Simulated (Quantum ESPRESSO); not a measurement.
Sb: changing the strain (εzz = s)

```xyz
2
Lattice="3.3545 0.0000 0.0000 -1.6773 2.9051 0.0000 0.0000 0.0000 5.4702" Properties=species:S:1:pos:R:3 pbc="T T T"
Sb    1.6773    0.9684    4.1026
Sb    0.0000    1.9367    1.3675
```

This isn't the form of Sb at room conditions, which is rhombohedral.

Kept alike: task relaxation of the atoms; functional PBEsol; k mesh 9 × 9 × 5; occupations fermi-dirac, width 0.05 eV; no spin polarisation. Program: Quantum ESPRESSO, GBRV 1.5 PBEsol, cutoff 612 eV. The mesh is that of the run's cell of 2 atoms. No spin-orbit coupling.

| s | free energy over the lowest row (meV/atom) |
| --- | --- |
| -0.04 | 2.66 |
| -0.02 | 0.00 |
| -0.01 | 1.04 |
| 0 | 3.26 |
| 0.01 | 6.79 |
| 0.02 | 12.03 |
| 0.04 | 27.54 |

The cell shown is the unstrained one; x, y and z are its Cartesian axes. For a metal such a mesh leaves the last digits unconverged.

**Question.** What does the strain (εzz = s) change here?

**Answer.** The free energy is lowest at -0.02, and 27.54 meV an atom higher at 0.04.
